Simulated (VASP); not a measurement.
# Cr (R-3m) in VASP: further runs

The runs below take Cr through single point, with PBEsol.

Everything below comes from runs of VASP 6.6.1. Logs are shortened: lines on timing, memory, paths and dates and some standing lists are left out, and cuts for length are marked.

**1. The structure**

The structure is trigonal, space group R-3m (No. 166). Conventional cell: a = 2.466 Å, b = 2.466 Å, c = 19.555 Å, α = 90.00°, β = 90.00°, γ = 120.00°. Cr (site symmetry -3m) has 12 Cr at 2.47 to 2.59 Å as nearest neighbours. Cr (site symmetry 3m) is surrounded by 12 Cr at 2.47 to 2.60 Å.

The cell was built by a generator and needn't be a form met in nature.

**2. Single point, PBEsol, collinear spin, typed start**

Contents of INCAR:

```
PREC     = Accurate       # precision mode
ENCUT    = 520            # plane-wave cutoff, eV
EDIFF    = 1E-6           # SCF threshold, eV
ISMEAR   = 0              # smearing method
SIGMA    = 0.1            # smearing width, eV
LREAL    = False          # projectors in reciprocal space
LASPH    = True           # aspherical terms in the spheres
NELM     = 150            # most SCF steps
ALGO     = Normal         # electronic algorithm
ISIF     = 2              # what is computed and relaxed
LWAVE    = False          # write WAVECAR
LCHARG   = True           # write CHGCAR
ISPIN    = 2              # spin polarisation
MAGMOM   = 1.06 0.68 0.68 # initial moments
LORBIT   = 11             # projections on sites
LMAXMIX  = 4              # l up to which the mixer works
GGA      = PS             # functional
LELF     = True           # ELF
LVHAR    = True         
NBANDS   = 29             # bands
```

Contents of KPOINTS:

```
regular mesh
0
Gamma
  9 9 9
```

Contents of POSCAR:

```
Cr
1.0
    1.2330024376      0.7118742892      6.5183508012
   -1.2330024376      0.7118742892      6.5183508012
    0.0000000000     -1.4237485785      6.5183508012
Cr
3
Direct
    0.0000000000      0.0000000000      0.0000000000
    0.2223927563      0.2223927563      0.2223927563
    0.7776072437      0.7776072437      0.7776072437
```

Potentials or basis: VASP PAW PBE potentials, release 64 (Cr_pv).

Launch:

```sh
$ cat potpaw_PBE.64/Cr_pv/POTCAR > POTCAR
$ mpirun -np 1 vasp_std > vasp.out
```

OUTCAR:

```text
PREC = Accurate
   ENCUT = 520
   EDIFF = 1E-6
   ISMEAR = 0
   LREAL = False
   LASPH = True
   NELM = 150
   ISIF = 2
   ISPIN = 2
   LORBIT = 11
   GGA = PS

 ion  position               nearest neighbor table
   1  0.000  0.000  0.000-   3 2.59   2 2.59   3 2.59   3 2.59   2 2.59   2 2.59
   2  0.222  0.222  0.222-   1 2.59   1 2.59   1 2.59   3 2.60   3 2.60   3 2.60
   3  0.778  0.778  0.778-   1 2.59   1 2.59   1 2.59   2 2.60   2 2.60   2 2.60

  LATTYP: Found a trigonal (rhomboedric) cell.
 ALAT       =     6.6720279662
 COS(alpha) =     0.9316966271

  Lattice vectors:

 A1 = (   1.2330024376,   0.7118742892,   6.5183508012)
 A2 = (  -1.2330024376,   0.7118742892,   6.5183508012)
 A3 = (   0.0000000000,  -1.4237485785,   6.5183508012)

Analysis of symmetry for initial positions (statically):
=====================================================================
 Subroutine PRICEL returns:
 Original cell was already a primitive cell.

 Routine SETGRP: Setting up the symmetry group for a
 trigonal (rhombohedral) supercell.

 Subroutine GETGRP returns: Found 12 space group operations
 (whereof 12 operations were pure point group operations)
 out of a pool of 12 trial point group operations.

The static configuration has the point symmetry D_3d.

Analysis of symmetry for dynamics (positions and initial velocities):
=====================================================================
 Subroutine PRICEL returns:
 Original cell was already a primitive cell.

 Routine SETGRP: Setting up the symmetry group for a
 trigonal (rhombohedral) supercell.

 Subroutine GETGRP returns: Found 12 space group operations
 (whereof 12 operations were pure point group operations)
 out of a pool of 12 trial point group operations.

The dynamic configuration has the point symmetry D_3d.

Analysis of structural, dynamic, and magnetic symmetry:
=====================================================================
 Subroutine PRICEL returns:
 Original cell was already a primitive cell.

 Routine SETGRP: Setting up the symmetry group for a
 trigonal (rhombohedral) supercell.

 Subroutine GETGRP returns: Found 12 space group operations
 (whereof 12 operations were pure point group operations)
 out of a pool of 12 trial point group operations.

The overall configuration has the point symmetry D_3d.

 Subroutine INISYM returns: Found 12 space group operations
 (whereof 12 operations are pure point group operations),
 and found     1 'primitive' translations

----------------------------------------------------------------------------------------

                                     Primitive cell

  volume of cell :      34.3286

  direct lattice vectors                    reciprocal lattice vectors
     1.233002438  0.711874289  6.518350801     0.405514202  0.234123734  0.051137679
    -1.233002438  0.711874289  6.518350801    -0.405514202  0.234123734  0.051137679
     0.000000000 -1.423748578  6.518350801     0.000000000 -0.468247468  0.051137679

  length of vectors
     6.672027966  6.672027966  6.672027966     0.471031584  0.471031584  0.471031584

  position of ions in fractional coordinates (direct lattice)
     0.000000000  0.000000000  0.000000000
     0.222392756  0.222392756  0.222392756
     0.777607244  0.777607244  0.777607244

  ion indices of the primitive-cell ions
   primitive index   ion index
                 1           1
                 2           2
                 3           3

----------------------------------------------------------------------------------------

 KPOINTS: regular mesh

Automatic generation of k-mesh.
 Grid dimensions read from file:
 generate k-points for:    9    9    9

 Generating k-lattice:

  Cartesian coordinates                     Fractional coordinates (reciprocal lattice)
     0.045057134  0.026013748  0.005681964     0.111111111  0.000000000  0.000000000
    -0.045057134  0.026013748  0.005681964     0.000000000  0.111111111  0.000000000
     0.000000000 -0.052027496  0.005681964     0.000000000  0.000000000  0.111111111

  Length of vectors
     0.052336843  0.052336843  0.052336843

  Shift w.r.t. Gamma in fractional coordinates (k-lattice)
     0.000000000  0.000000000  0.000000000

 Subroutine IBZKPT returns following result:
 ===========================================

 Found     85 irreducible k-points:

 Following reciprocal coordinates:
            Coordinates               Weight
  0.000000  0.000000  0.000000      1.000000
  0.111111  0.000000  0.000000      6.000000
  0.222222  0.000000  0.000000      6.000000
  0.333333  0.000000  0.000000      6.000000
  0.444444  0.000000  0.000000      6.000000
  0.111111  0.111111  0.000000      6.000000
[... 16 lines left out ...]
 -0.333333  0.333333  0.000000      6.000000
  0.444444  0.444444  0.000000      6.000000
 [... further k-points ...]
   k-points           NKPTS =     85   k-points in BZ     NKDIM =     85   number of bands    NBANDS=     29
   number of dos      NEDOS =    301   number of ions     NIONS =      3
   total plane-waves  NPLWV = 125000
   dimension x,y,z NGX =    50 NGY =   50 NGZ =   50
   dimension x,y,z NGXF=   100 NGYF=  100 NGZF=  100
   ions per type =               3
   NGX,Y,Z   is equivalent  to a cutoff of  12.46, 12.46, 12.46 a.u.
   NGXF,Y,Z  is equivalent  to a cutoff of  24.92, 24.92, 24.92 a.u.
 SYSTEM =  unknown system
   PREC   = accura    normal or accurate (medium, high low for compatibility)
   ISTART =      0    job   : 0-new  1-cont  2-samecut
   ICHARG =      2    charge: 1-file 2-atom 10-const
   ISPIN  =      2    spin polarized calculation?
   LNONCOLLINEAR =      F non collinear calculations
   LSORBIT =      F    spin-orbit coupling
   LASPH  =      T    aspherical Exc in radial PAW
   ENCUT  =  520.0 eV  38.22 Ry    6.18 a.u.  12.41 12.41 12.41*2*pi/ulx,y,z
   NELM   =    150;   NELMIN=  2; NELMDL= -5     # of ELM steps
   EDIFF  = 0.1E-05   stopping-criterion for ELM
   LREAL  =      F    real-space projection
   EDIFFG = 0.1E-04   stopping-criterion for IOM
   NSW    =      0    number of steps for IOM
   IBRION =     -1    ionic relax: 0-MD 1-quasi-New 2-CG
   NFREE  =      0    steps in history (QN), initial steepest desc. (CG)
   ISIF   =      2    stress and relaxation
   ISYM   =      2    0-nonsym 1-usesym 2-fastsym
   POTIM  = 0.5000    time-step for ionic-motion
   TEBEG  =    0.0;   TEEND  =   0.0 temperature during run
   PSTRESS=    0.0 pullay stress
   NELECT =      36.0000    total number of electrons
   NUPDOWN=      -1.0000    fix difference up-down
   EMIN   =  10.00;   EMAX   =-10.00  energy-range for DOS
   EFERMI =   0.00;   METHOD = LEGACY
   ISMEAR =     0;   SIGMA  =   0.10  broadening in eV -4-tet -1-fermi 0-gaus
   EFERMI_NEDOS =   21; number of points for ismear=-14 and -15
   IALGO  =     38    algorithm
   IMIX   =      4    mixing-type and parameters
     AMIX     =   0.40;   BMIX     =  1.00
     AMIX_MAG =   1.60;   BMIX_MAG =  1.00
  volume/ion in A,a.u.               =      11.44        77.22
  Fermi-wavevector in a.u.,A,eV,Ry     =   1.663248  3.143082 37.639059  2.766393
  Thomas-Fermi vector in A             =   2.749998
   LORBIT       =     11    0 simple, 1 ext, 2 COOP (PROOUT), +10 PAW based schemes
   GGA     = PS    functional components
   LHFCALC =     F    Hartree Fock is set to
   AEXX    =    0.0000 exact exchange contribution
   IVDW    =     0    specifies the selected vdW correction
   LEPSILON=     F    determine dielectric tensor
   LRPA    =     F    only Hartree local field effects (RPA)
 spin polarized calculation
 Gauss-broadening in eV      SIGMA  =   0.10
  energy-cutoff  :      520.00
  volume of cell :       34.33
 maximum number of plane-waves:       944
 NGX is ok and might be reduce to    50
   NGX = 25   NGY = 25   NGZ = 25

 number of electron      36.0000004 magnetization       0.0012480

 Free energy of the ion-electron system (eV)
  ---------------------------------------------------
  ext. energy  EPLUGINS =         0.00000000
  ---------------------------------------------------
  free energy    TOTEN  =       -29.51460532 eV

  energy without entropy =      -29.49347346  energy(sigma->0) =      -29.50403939

 E-fermi :  10.8006     XC(G=0): -13.8679

 val. band max:       10.8005171196   @ k =   0.4444   0.1111   0.1111
 cond. band min:      10.8057692361   @ k =  -0.4444   0.4444   0.4444
 fundamental gap:      0.0052521165
 Fermi energy:        10.8006097318

 spin component 1

 k-point     1 :       0.0000    0.0000    0.0000
  band No.  band energies     occupation
      1     -32.1868      1.00000
      2     -32.1825      1.00000
      3     -31.5771      1.00000
      4     -31.4246      1.00000
      5     -31.4246      1.00000
      6     -31.4134      1.00000
[... 21 lines left out ...]
     28      18.2659      0.00000
     29      18.2989      0.00000

 k-point     2 :       0.1111    0.0000    0.0000
  band No.  band energies     occupation
      1     -32.1860      1.00000
      2     -32.1386      1.00000
      3     -31.5846      1.00000
      4     -31.5326      1.00000
      5     -31.5121      1.00000
      6     -31.4675      1.00000
[... 21 lines left out ...]
     28      18.2658      0.00000
     29      18.2991      0.00000

 k-point     3 :       0.2222    0.0000    0.0000
  band No.  band energies     occupation
      1     -32.1478      1.00000
      2     -32.0940      1.00000
      3     -31.7981      1.00000
      4     -31.7599      1.00000
      5     -31.7189      1.00000
      6     -31.5986      1.00000
[... 638 lines left out ...]
      5     -32.0094      1.00000
      6     -31.9641      1.00000
[... 21 lines left out ...]
     28      18.5986      0.00000
     29      19.3659      0.00000

 k-point    24 :       0.4444    0.4444    0.0000
  band No.  band energies     occupation
      1     -32.3764      1.00000
      2     -32.3377      1.00000
      3     -32.2570      1.00000
      4     -31.9379      1.00000
      5     -31.7618      1.00000
      6     -31.7016      1.00000
[... 21 lines left out ...]
     28      18.2643      0.00000
     29      18.2658      0.00000

 [... further k-points ...]

 spin component 2

 k-point     1 :       0.0000    0.0000    0.0000
  band No.  band energies     occupation
      1     -32.1860      1.00000
      2     -32.1826      1.00000
      3     -31.5768      1.00000
      4     -31.4239      1.00000
      5     -31.4239      1.00000
      6     -31.4134      1.00000
[... 21 lines left out ...]
     28      18.2669      0.00000
     29      18.2707      0.00000

 k-point     2 :       0.1111    0.0000    0.0000
  band No.  band energies     occupation
      1     -32.1856      1.00000
      2     -32.1383      1.00000
      3     -31.5843      1.00000
      4     -31.5320      1.00000
      5     -31.5118      1.00000
      6     -31.4675      1.00000
[... 21 lines left out ...]
     28      18.2669      0.00000
     29      18.2839      0.00000

 k-point     3 :       0.2222    0.0000    0.0000
  band No.  band energies     occupation
      1     -32.1474      1.00000
      2     -32.0937      1.00000
      3     -31.7979      1.00000
      4     -31.7592      1.00000
      5     -31.7190      1.00000
      6     -31.5983      1.00000
[... 638 lines left out ...]
      5     -32.0094      1.00000
      6     -31.9635      1.00000
[... 21 lines left out ...]
     28      18.5989      0.00000
     29      19.3665      0.00000

 k-point    24 :       0.4444    0.4444    0.0000
  band No.  band energies     occupation
      1     -32.3763      1.00000
      2     -32.3369      1.00000
      3     -32.2570      1.00000
      4     -31.9377      1.00000
      5     -31.7611      1.00000
      6     -31.7017      1.00000
[... 21 lines left out ...]
     28      18.2662      0.00000
     29      18.2673      0.00000

 [... further k-points ...]
[... 5 lines left out ...]
  --------------------------------------------------------------------------------------
  -------------------------------------------------------------------------------------
  Total       -0.1071169     -0.1071169     -0.0640226      0.0000000      0.0000000      0.0000000
  in kB       -4.9993371     -4.9993371     -2.9880488      0.0000000      0.0000000      0.0000000
  external PRESSURE =      -4.3289077 kB  Pullay stress =       0.0000000 kB

 VOLUME and BASIS-vectors are now :
 -----------------------------------------------------------------------------
  energy-cutoff  :      520.00
  volume of cell :       34.33
      direct lattice vectors                 reciprocal lattice vectors
     1.233002438  0.711874289  6.518350801     0.405514202  0.234123734  0.051137679
    -1.233002438  0.711874289  6.518350801    -0.405514202  0.234123734  0.051137679
     0.000000000 -1.423748578  6.518350801     0.000000000 -0.468247468  0.051137679

 POSITION                                       TOTAL-FORCE (eV/Angst)
 -----------------------------------------------------------------------------------
      0.00000      0.00000      0.00000         0.000000      0.000000      0.000000
      0.00000     -0.00000      4.34890         0.000000     -0.000000      0.002243
      0.00000     -0.00000     15.20615         0.000000      0.000000     -0.002243
 -----------------------------------------------------------------------------------
    total drift:                               -0.000000      0.000000     -0.000000

  FREE ENERGIE OF THE ION-ELECTRON SYSTEM (eV)
  ---------------------------------------------------
  free  energy   TOTEN  =       -29.5146053234 eV

  energy  without entropy=      -29.4934734601  energy(sigma->0) =      -29.50403939

 total charge

# of ion       s       p       d       tot
------------------------------------------
    1        0.444   6.393   4.269  11.106
    2        0.445   6.395   4.258  11.098
    3        0.445   6.395   4.258  11.098
--------------------------------------------------
tot          1.335  19.182  12.786  33.303

 magnetization (x)

# of ion       s       p       d       tot
------------------------------------------
    1       -0.000  -0.000  -0.001  -0.001
    2        0.000   0.000   0.001   0.001
    3        0.000   0.000   0.001   0.001
--------------------------------------------------
tot         -0.000   0.000   0.001   0.001
```

It took 15 min on 1 thread of Intel Xeon Platinum 8259CL at 2.50GHz (Skylake/Cascade Lake), shared host; peak memory 0.49 GiB.

What came out:

```yaml
Free_energy: -29.5146 eV
Pressure: -0.4 GPa
Band_gap_on_the_k_mesh: none (metal or under the smearing width)
Net_moment: 0.00 μB per cell
Valence_electrons_inside_the_program's_atomic_spheres: Cr 11.11, 11.10
```

Forces in eV/Å, atoms in the order of the input:
```
Cr   0.000  0.000  0.000
Cr   0.000  0.000  0.002
Cr   0.000  0.000 -0.002
```

Stress tensor (GPa, compression positive):
```
-0.50  0.00  0.00
 0.00 -0.50  0.00
 0.00  0.00 -0.30
```

Levels at points of the mesh, in eV from the Fermi level:
Spin up:
```tsv
k point	band 16	band 17	band 18	band 19	band 20	band 21
(0.00, 0.00, 0.00)	-0.45	-0.45	-0.34	-0.34	-0.10	-0.10
```
Spin down:
```csv
k point,band 16,band 17,band 18,band 19,band 20,band 21
"(0.00, 0.00, 0.00)",-0.45,-0.45,-0.34,-0.34,-0.10,-0.10
```

Caveat: the PAW data sets were made with another functional, which shifts forces and pressure a little.

(Part 1 of 2 ends here.)
